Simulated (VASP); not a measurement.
```
CELL_PARAMETERS angstrom
     10.05687    -2.13563    -0.02395
     10.05687     2.13563    -0.02395
      9.61210     0.00000     3.64824
ATOMIC_POSITIONS crystal
  Sb 0.39854 0.39854 0.39854
  Sb 0.60146 0.60146 0.60146
  Te 0.00000 0.00000 0.00000
  Te 0.21091 0.21091 0.21091
  Te 0.78909 0.78909 0.78909
```

Method: PBEsol GGA, VASP's PBE PAW potentials (set 64) (plane waves; VASP 6.6.1). Numerical set-up: 520 eV cut-off, 7×7×7 Γ-centred mesh, tetrahedra with Blöchl corrections, potentials Sb Te.

The cores are frozen, which limits the accuracy of field gradients. Without a dispersion term in the relaxation, distances and binding between the weakly bound layers, chains or molecules are unreliable, and so is what depends on them.

**Question.** Give the principal components of the electric field gradient (V/Å²) and the asymmetry η at each nucleus.

**Answer.** 
```
atom    Vxx    Vyy   Vzz     η
----  -----  -----  ----  ----
Sb1    -1.5   -1.5   3.0  0.00
Sb2    -1.5   -1.5   3.0  0.00
Te3   -47.6  -47.6  95.2  0.00
Te4    -5.9   -5.9  11.8  0.00
Te5    -5.9   -5.9  11.8  0.00
```

The compound is Sb2Te3 in the tetradymite structure. It was relaxed first.
